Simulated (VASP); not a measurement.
# AlN (Fm-3m) in VASP: settings compared

The runs below take AlN through band structure, with PBEsol, r2SCAN, TB-mBJ.

All numbers are computed with VASP 6.6.1; they aren't measurements. Logs are shortened: lines on timing, memory, paths and dates and some standing lists are left out, and cuts for length are marked.

## 1. The structure

It takes space group Fm-3m (No. 225, cubic). The conventional cell has a = 4.044 Å, b = 4.044 Å, c = 4.044 Å, α = 90.00°, β = 90.00°, γ = 90.00°. Al (site symmetry m-3m) is surrounded by 6 N at 2.02 Å. N (site symmetry m-3m) is surrounded by 6 Al at 2.02 Å.

Measurements of this composition are mostly on another form, of space group No. 186.

## 2. Band structure, PBEsol

File POSCAR:

```
AlN
1.0
    0.0000000000      2.0219600000      2.0219600000
    2.0219600000      0.0000000000      2.0219600000
    2.0219600000      2.0219600000      0.0000000000
Al N
1 1
Direct
    0.5000000000      0.5000000000      0.5000000000
    0.0000000000      0.0000000000      0.0000000000
```

File INCAR.step1:

```
SYSTEM = AlN
PREC = Accurate
ENCUT = 520
EDIFF = 1E-7
ISMEAR = 0
SIGMA = 0.02
LREAL = .FALSE.
LASPH = .TRUE.
NELM = 80
ALGO = Normal
ISIF = 2
LWAVE = .FALSE.
LCHARG = .TRUE.
GGA = PS
```

File KPOINTS.step1:

```
Automatic mesh
0
G
  10 10 10
  0 0 0
```

File INCAR.step2:

```
SYSTEM = AlN
PREC = Accurate
ENCUT = 520
EDIFF = 1E-7
ISMEAR = 0
SIGMA = 0.05
LREAL = .FALSE.
LASPH = .TRUE.
NELM = 80
ALGO = Normal
ISIF = 2
LWAVE = .FALSE.
LCHARG = .FALSE.
GGA = PS
ICHARG = 11
```

File KPOINTS.step2:

```
path GXWKGLUWLK,UX
15
line-mode
reciprocal
 0.0000000000  0.0000000000  0.0000000000  G
 0.5000000000  0.0000000000  0.5000000000  X

 0.5000000000  0.0000000000  0.5000000000  X
 0.5000000000  0.2500000000  0.7500000000  W

 0.5000000000  0.2500000000  0.7500000000  W
 0.3750000000  0.3750000000  0.7500000000  K

 0.3750000000  0.3750000000  0.7500000000  K
 0.0000000000  0.0000000000  0.0000000000  G

 0.0000000000  0.0000000000  0.0000000000  G
 0.5000000000  0.5000000000  0.5000000000  L

 0.5000000000  0.5000000000  0.5000000000  L
 0.6250000000  0.2500000000  0.6250000000  U

 0.6250000000  0.2500000000  0.6250000000  U
 0.5000000000  0.2500000000  0.7500000000  W

 0.5000000000  0.2500000000  0.7500000000  W
 0.5000000000  0.5000000000  0.5000000000  L

 0.5000000000  0.5000000000  0.5000000000  L
 0.3750000000  0.3750000000  0.7500000000  K

 0.6250000000  0.2500000000  0.6250000000  U
 0.5000000000  0.0000000000  0.5000000000  X
```

Potentials or basis: VASP PAW PBE potentials, release 64 (Al, N).

The run is started by

```
> cat potpaw_PBE.64/Al/POTCAR potpaw_PBE.64/N/POTCAR > POTCAR
> cp INCAR.step1 INCAR
> cp KPOINTS.step1 KPOINTS
> mpirun -np 1 vasp_std > vasp.out
> cp INCAR.step2 INCAR
> cp KPOINTS.step2 KPOINTS
> mpirun -np 1 vasp_std > vasp.out
```

OUTCAR:

```text
SYSTEM = AlN
   PREC = Accurate
   ENCUT = 520
   EDIFF = 1E-7
   ISMEAR = 0
   LREAL = .FALSE.
   LASPH = .TRUE.
   NELM = 80
   ISIF = 2
   GGA = PS
   ICHARG = 11

 ion  position               nearest neighbor table
   1  0.500  0.500  0.500-   2 2.02   2 2.02   2 2.02   2 2.02   2 2.02   2 2.02
   2  0.000  0.000  0.000-   1 2.02   1 2.02   1 2.02   1 2.02   1 2.02   1 2.02

  LATTYP: Found a face centered cubic cell.
 ALAT       =     4.0439200000

  Lattice vectors:

 A1 = (   0.0000000000,   2.0219600000,   2.0219600000)
 A2 = (   2.0219600000,   0.0000000000,   2.0219600000)
 A3 = (   2.0219600000,   2.0219600000,   0.0000000000)

Analysis of symmetry for initial positions (statically):
=====================================================================
 Subroutine PRICEL returns:
 Original cell was already a primitive cell.

 Routine SETGRP: Setting up the symmetry group for a
 face centered cubic supercell.

 Subroutine GETGRP returns: Found 48 space group operations
 (whereof 48 operations were pure point group operations)
 out of a pool of 48 trial point group operations.

The static configuration has the point symmetry O_h .

Analysis of symmetry for dynamics (positions and initial velocities):
=====================================================================
 Subroutine PRICEL returns:
 Original cell was already a primitive cell.

 Routine SETGRP: Setting up the symmetry group for a
 face centered cubic supercell.

 Subroutine GETGRP returns: Found 48 space group operations
 (whereof 48 operations were pure point group operations)
 out of a pool of 48 trial point group operations.

The dynamic configuration has the point symmetry O_h .

 Subroutine INISYM returns: Found 48 space group operations
 (whereof 48 operations are pure point group operations),
 and found     1 'primitive' translations

----------------------------------------------------------------------------------------

                                     Primitive cell

  volume of cell :      16.5328

  direct lattice vectors                    reciprocal lattice vectors
     0.000000000  2.021960000  2.021960000    -0.247284813  0.247284813  0.247284813
     2.021960000  0.000000000  2.021960000     0.247284813 -0.247284813  0.247284813
     2.021960000  2.021960000  0.000000000     0.247284813  0.247284813 -0.247284813

  length of vectors
     2.859483255  2.859483255  2.859483255     0.428309860  0.428309860  0.428309860

  position of ions in fractional coordinates (direct lattice)
     0.500000000  0.500000000  0.500000000
     0.000000000  0.000000000  0.000000000

  ion indices of the primitive-cell ions
   primitive index   ion index
                 1           1
                 2           2

----------------------------------------------------------------------------------------

 KPOINTS: path GXWKGLUWLK,UX

Interpolating k-points between supplied coordinates.

 Line segments in fractional coordinates (reciprocal lattice):
    0.000000  0.000000  0.000000  ...  0.500000  0.000000  0.500000
    0.500000  0.000000  0.500000  ...  0.500000  0.250000  0.750000
    0.500000  0.250000  0.750000  ...  0.375000  0.375000  0.750000
    0.375000  0.375000  0.750000  ...  0.000000  0.000000  0.000000
    0.000000  0.000000  0.000000  ...  0.500000  0.500000  0.500000
    0.500000  0.500000  0.500000  ...  0.625000  0.250000  0.625000
    0.625000  0.250000  0.625000  ...  0.500000  0.250000  0.750000
    0.500000  0.250000  0.750000  ...  0.500000  0.500000  0.500000
    0.500000  0.500000  0.500000  ...  0.375000  0.375000  0.750000
    0.625000  0.250000  0.625000  ...  0.500000  0.000000  0.500000

 Generated    15 points on each line segment, for a total of    150 k-points:

 Following reciprocal coordinates:
            Coordinates               Weight
  0.000000  0.000000  0.000000      0.006667
  0.035714  0.000000  0.035714      0.006667
  0.071429  0.000000  0.071429      0.006667
  0.107143  0.000000  0.107143      0.006667
  0.142857  0.000000  0.142857      0.006667
[... 45 lines left out ...]
 Fermi energy:        10.2012733350

 k-point     1 :       0.0000    0.0000    0.0000
  band No.  band energies     occupation
      1      -7.6656      2.00000
      2       9.8803      2.00000
      3       9.8803      2.00000
      4       9.8803      2.00000
      5      15.5433      0.00000
      6      21.9048      0.00000
      7      21.9048      0.00000
      8      21.9048      0.00000

 k-point     2 :       0.0357    0.0000    0.0357
  band No.  band energies     occupation
      1      -7.6302      2.00000
      2       9.7425      2.00000
      3       9.8292      2.00000
      4       9.8292      2.00000
      5      15.6762      0.00000
      6      21.6327      0.00000
      7      21.9895      0.00000
      8      21.9895      0.00000

 k-point     3 :       0.0714    0.0000    0.0714
  band No.  band energies     occupation
      1      -7.5247      2.00000
      2       9.3650      2.00000
      3       9.6825      2.00000
      4       9.6825      2.00000
      5      16.0353      0.00000
      6      20.9796      0.00000
      7      22.2337      0.00000
      8      22.2337      0.00000

 k-point     4 :       0.1071    0.0000    0.1071
  band No.  band energies     occupation
      1      -7.3505      2.00000
      2       8.8228      2.00000
      3       9.4578      2.00000
      4       9.4578      2.00000
      5      16.5356      0.00000
      6      20.1804      0.00000
      7      22.6103      0.00000
      8      22.6103      0.00000

 k-point     5 :       0.1429    0.0000    0.1429
  band No.  band energies     occupation
      1      -7.1100      2.00000
      2       8.1824      2.00000
      3       9.1785      2.00000
      4       9.1785      2.00000
      5      17.0839      0.00000
      6      19.3607      0.00000
      7      22.7988      0.00000
      8      23.0821      0.00000
[... 177 lines left out ...]
 k-point    22 :       0.5000    0.1071    0.6071
  band No.  band energies     occupation
      1      -3.3066      2.00000
      2       2.7554      2.00000
      3       6.1732      2.00000
      4       6.5764      2.00000
      5      15.5510      0.00000
      6      16.4641      0.00000
      7      23.2875      0.00000
      8      25.1270      0.00000

 k-point    23 :       0.5000    0.1250    0.6250
  band No.  band energies     occupation
      1      -3.2886      2.00000
      2       2.8699      2.00000
      3       5.9193      2.00000
      4       6.4511      2.00000
      5      15.8980      0.00000
      6      16.9108      0.00000
      7      23.0760      0.00000
      8      24.6246      0.00000

 k-point    24 :       0.5000    0.1429    0.6429
  band No.  band energies     occupation
      1      -3.2705      2.00000
      2       3.0013      2.00000
      3       5.6559      2.00000
      4       6.3303      2.00000
      5      16.2665      0.00000
      6      17.3900      0.00000
      7      22.8253      0.00000
      8      24.1178      0.00000

 [... further k-points ...]

------------------------ aborting loop because EDIFF is reached ----------------------------------------

  FORCE on cell =-STRESS in cart. coord.  units (eV):
  Direction    XX          YY          ZZ          XY          YZ          ZX
  --------------------------------------------------------------------------------------
  -------------------------------------------------------------------------------------
  Total       -0.4718576     -0.4718576     -0.4718576     -0.0000000      0.0000000     -0.0000000
  in kB      -45.7271224    -45.7271224    -45.7271224     -0.0000000      0.0000000     -0.0000000
  external PRESSURE =     -45.7271224 kB  Pullay stress =       0.0000000 kB

 VOLUME and BASIS-vectors are now :
 -----------------------------------------------------------------------------
  energy-cutoff  :      520.00
  volume of cell :       16.53
      direct lattice vectors                 reciprocal lattice vectors
     0.000000000  2.021960000  2.021960000    -0.247284813  0.247284813  0.247284813
     2.021960000  0.000000000  2.021960000     0.247284813 -0.247284813  0.247284813
     2.021960000  2.021960000  0.000000000     0.247284813  0.247284813 -0.247284813

 POSITION                                       TOTAL-FORCE (eV/Angst)
 -----------------------------------------------------------------------------------
      2.02196      2.02196      2.02196         0.000000     -0.000000     -0.000000
      0.00000      0.00000      0.00000        -0.000000      0.000000      0.000000
 -----------------------------------------------------------------------------------
    total drift:                                0.000000     -0.000000     -0.000000

  FREE ENERGIE OF THE ION-ELECTRON SYSTEM (eV)
  ---------------------------------------------------
  free  energy   TOTEN  =       -15.8340797022 eV

  energy  without entropy=      -15.8340797022  energy(sigma->0) =      -15.83407970
```

It took 6.7 s on 1 thread of Intel Xeon 6975P-C (Granite Rapids), shared host; peak memory 0.14 GiB.

Results:

- Band gap on the k mesh: 4.55 eV, indirect (least direct gap 5.66 eV)
- Band gap along the path: 4.55 eV, indirect (least direct gap 5.66 eV)

Levels at the corners of the path, in eV from the valence-band top:
```
point  band 2  band 3  band 4  band 5  band 6  band 7
    Γ    0.00    0.00    0.00    5.66   12.02   12.02
    X   -7.44   -2.82   -2.82    4.55    5.14   13.96
    X   -7.44   -2.82   -2.82    4.55    5.14   13.96
    W   -5.76   -5.76   -3.94    8.06   10.61   10.61
    W   -5.76   -5.76   -3.94    8.06   10.61   10.61
    K   -6.58   -5.50   -2.32    5.77    9.17   12.70
    K   -6.58   -5.50   -2.32    5.77    9.17   12.70
    Γ    0.00    0.00    0.00    5.66   12.02   12.02
    Γ    0.00    0.00    0.00    5.66   12.02   12.02
    L   -8.36   -1.09   -1.09    6.04   10.90   10.90
    L   -8.36   -1.09   -1.09    6.04   10.90   10.90
    U   -6.58   -5.50   -2.32    5.77    9.17   12.70
    U   -6.58   -5.50   -2.32    5.77    9.17   12.70
    W   -5.76   -5.76   -3.94    8.06   10.61   10.61
    W   -5.76   -5.76   -3.94    8.06   10.61   10.61
    L   -8.36   -1.09   -1.09    6.04   10.90   10.90
    L   -8.36   -1.09   -1.09    6.04   10.90   10.90
    K   -6.58   -5.50   -2.32    5.77    9.17   12.70
    U   -6.58   -5.50   -2.32    5.77    9.17   12.70
    X   -7.44   -2.82   -2.82    4.55    5.14   13.96
```

Caveat: the log is that of the step along the path at fixed density, whose energy, stress, charges and moments have no meaning; the PAW data sets were made with another functional, which shifts forces and pressure a little.

## 3. Band structure, r2SCAN

File INCAR:

```
SYSTEM = AlN
PREC = Accurate
ENCUT = 520
EDIFF = 1E-7
ISMEAR = 0
SIGMA = 0.02
LREAL = .FALSE.
LASPH = .TRUE.
NELM = 80
ALGO = Normal
ISIF = 2
LWAVE = .FALSE.
LCHARG = .FALSE.
METAGGA = R2SCAN
LMIXTAU = .TRUE.
```

File KPOINTS:

```
Automatic mesh
0
G
  10 10 10
  0 0 0
```

POSCAR is that of step 2.

File KPOINTS_OPT:

```
path GXWKGLUWLK,UX
15
line-mode
reciprocal
 0.0000000000  0.0000000000  0.0000000000  G
 0.5000000000  0.0000000000  0.5000000000  X

 0.5000000000  0.0000000000  0.5000000000  X
 0.5000000000  0.2500000000  0.7500000000  W

 0.5000000000  0.2500000000  0.7500000000  W
 0.3750000000  0.3750000000  0.7500000000  K

 0.3750000000  0.3750000000  0.7500000000  K
 0.0000000000  0.0000000000  0.0000000000  G

 0.0000000000  0.0000000000  0.0000000000  G
 0.5000000000  0.5000000000  0.5000000000  L

 0.5000000000  0.5000000000  0.5000000000  L
 0.6250000000  0.2500000000  0.6250000000  U

 0.6250000000  0.2500000000  0.6250000000  U
 0.5000000000  0.2500000000  0.7500000000  W

 0.5000000000  0.2500000000  0.7500000000  W
 0.5000000000  0.5000000000  0.5000000000  L

 0.5000000000  0.5000000000  0.5000000000  L
 0.3750000000  0.3750000000  0.7500000000  K

 0.6250000000  0.2500000000  0.6250000000  U
 0.5000000000  0.0000000000  0.5000000000  X
```

Potentials or basis: VASP PAW PBE potentials, release 64 (Al, N).

The run is started by

```
> cat potpaw_PBE.64/Al/POTCAR potpaw_PBE.64/N/POTCAR > POTCAR
> mpirun -np 1 vasp_std > vasp.out
```

Run time: 24 s. Hardware: 1 thread of Intel Xeon 6975P-C (Granite Rapids), shared host; peak memory 0.14 GiB.

It converged, with:

| Quantity | Value |
| --- | --- |
| Free energy | -18.8963 eV |
| Pressure | -2.1 GPa |
| Band gap on the k mesh | 5.48 eV, indirect (least direct gap 6.51 eV) |
| Band gap along the path | 5.48 eV, indirect (least direct gap 6.51 eV) |

Levels at the corners of the path, in eV from the valence-band top:
```
point  band 1  band 2  band 3  band 4  band 5  band 6  band 7  band 8
    Γ  -18.40    0.00    0.00    0.00    6.51   12.91   12.91   12.91
    X  -14.19   -7.54   -2.89   -2.89    5.48    5.98   15.37   18.69
    X  -14.19   -7.54   -2.89   -2.89    5.48    5.98   15.37   18.69
    W  -14.04   -5.82   -5.82   -3.95    9.04   11.66   11.66   13.30
    W  -14.04   -5.82   -5.82   -3.95    9.04   11.66   11.66   13.30
    K  -14.17   -6.66   -5.54   -2.39    6.70   10.16   13.96   15.86
    K  -14.17   -6.66   -5.54   -2.39    6.70   10.16   13.96   15.86
    Γ  -18.40    0.00    0.00    0.00    6.51   12.91   12.91   12.91
    Γ  -18.40    0.00    0.00    0.00    6.51   12.91   12.91   12.91
    L  -15.16   -8.44   -1.15   -1.15    6.91   11.90   11.90   14.63
    L  -15.16   -8.44   -1.15   -1.15    6.91   11.90   11.90   14.63
    U  -14.17   -6.66   -5.54   -2.39    6.70   10.16   13.96   15.86
    U  -14.17   -6.66   -5.54   -2.39    6.70   10.16   13.96   15.86
    W  -14.04   -5.82   -5.82   -3.95    9.04   11.66   11.66   13.30
    W  -14.04   -5.82   -5.82   -3.95    9.04   11.66   11.66   13.30
    L  -15.16   -8.44   -1.15   -1.15    6.91   11.90   11.90   14.63
    L  -15.16   -8.44   -1.15   -1.15    6.91   11.90   11.90   14.63
    K  -14.17   -6.66   -5.54   -2.39    6.70   10.16   13.96   15.86
    U  -14.17   -6.66   -5.54   -2.39    6.70   10.16   13.96   15.86
    X  -14.19   -7.54   -2.89   -2.89    5.48    5.98   15.37   18.69
```

Caveat: the PAW data sets were made with another functional, which shifts forces and pressure a little. r2SCAN opens gaps a little over a GGA but as a rule still falls short of measured ones.

## 4. Band structure, TB-mBJ

POSCAR is that of step 3.

File INCAR.step1:

```
SYSTEM = AlN
PREC = Accurate
ENCUT = 520
EDIFF = 1E-5
ISMEAR = 0
SIGMA = 0.02
LREAL = .FALSE.
LASPH = .TRUE.
NELM = 80
ALGO = Normal
ISIF = 2
LWAVE = .TRUE.
LCHARG = .FALSE.
GGA = PE
```

Edit INCAR.step2 of step 2 so:

```diff
@@ -5,3 +5,3 @@
 ISMEAR = 0
-SIGMA = 0.05
+SIGMA = 0.02
 LREAL = .FALSE.
@@ -13,3 +13,3 @@
 LCHARG = .FALSE.
-GGA = PS
-ICHARG = 11
+METAGGA = MBJ
+ISTART = 1
```

KPOINTS is that of step 3.

KPOINTS_OPT is that of step 3.

The run is started by

```
> cat potpaw_PBE.64/Al/POTCAR potpaw_PBE.64/N/POTCAR > POTCAR
> cp INCAR.step1 INCAR
> mpirun -np 1 vasp_std > vasp.out
> cp INCAR.step2 INCAR
> mpirun -np 1 vasp_std > vasp.out
```

Run time: 21 s. Hardware: 1 thread of Intel Xeon 6975P-C (Granite Rapids), shared host; peak memory 0.14 GiB.

Results (log left out):

* Band gap on the k mesh: 5.74 eV, indirect (least direct gap 6.65 eV)
* Band gap along the path: 5.74 eV, indirect (least direct gap 6.65 eV)

Levels at the corners of the path, in eV from the valence-band top:
| point | band 1 | band 2 | band 3 | band 4 | band 5 | band 6 | band 7 | band 8 |
| --- | --- | --- | --- | --- | --- | --- | --- | --- |
| Γ | -17.84 | 0.00 | 0.00 | 0.00 | 6.65 | 13.68 | 13.68 | 13.68 |
| X | -14.02 | -7.01 | -2.69 | -2.69 | 5.74 | 6.82 | 15.75 | 19.14 |
| X | -14.02 | -7.01 | -2.69 | -2.69 | 5.74 | 6.82 | 15.75 | 19.14 |
| W | -13.90 | -5.37 | -5.37 | -3.62 | 9.22 | 12.11 | 12.11 | 13.56 |
| W | -13.90 | -5.37 | -5.37 | -3.62 | 9.22 | 12.11 | 12.11 | 13.56 |
| K | -14.02 | -6.16 | -5.11 | -2.18 | 7.09 | 10.54 | 14.30 | 16.17 |
| K | -14.02 | -6.16 | -5.11 | -2.18 | 7.09 | 10.54 | 14.30 | 16.17 |
| Γ | -17.84 | 0.00 | 0.00 | 0.00 | 6.65 | 13.68 | 13.68 | 13.68 |
| Γ | -17.84 | 0.00 | 0.00 | 0.00 | 6.65 | 13.68 | 13.68 | 13.68 |
| L | -14.92 | -7.85 | -0.96 | -0.96 | 7.24 | 12.12 | 12.12 | 14.88 |
| L | -14.92 | -7.85 | -0.96 | -0.96 | 7.24 | 12.12 | 12.12 | 14.88 |
| U | -14.02 | -6.16 | -5.11 | -2.18 | 7.09 | 10.54 | 14.30 | 16.17 |
| U | -14.02 | -6.16 | -5.11 | -2.18 | 7.09 | 10.54 | 14.30 | 16.17 |
| W | -13.90 | -5.37 | -5.37 | -3.62 | 9.22 | 12.11 | 12.11 | 13.56 |
| W | -13.90 | -5.37 | -5.37 | -3.62 | 9.22 | 12.11 | 12.11 | 13.56 |
| L | -14.92 | -7.85 | -0.96 | -0.96 | 7.24 | 12.12 | 12.12 | 14.88 |
| L | -14.92 | -7.85 | -0.96 | -0.96 | 7.24 | 12.12 | 12.12 | 14.88 |
| K | -14.02 | -6.16 | -5.11 | -2.18 | 7.09 | 10.54 | 14.30 | 16.17 |
| U | -14.02 | -6.16 | -5.11 | -2.18 | 7.09 | 10.54 | 14.30 | 16.17 |
| X | -14.02 | -7.01 | -2.69 | -2.69 | 5.74 | 6.82 | 15.75 | 19.14 |

Caveat: the PAW data sets were made with another functional, which shifts forces and pressure a little.

## 5. Summary

```csv
level,gap on the mesh (eV)
PBEsol,4.55
r2SCAN,5.48
TB-mBJ,5.74
```

Alike in all rows: task band structure; potentials or basis VASP PAW PBE potentials, release 64 (Al, N); no spin polarisation; cell as given; k mesh 10 × 10 × 10; cutoff (eV) 520; smearing gaussian 0.02 eV.

On the cell as given the gap runs from 4.55 eV (PBEsol) to 5.74 eV (TB-mBJ).

Caveats: the PAW data sets were made with another functional, which shifts forces and pressure a little.

Absolute energies hang on the potentials; compare differences alone.
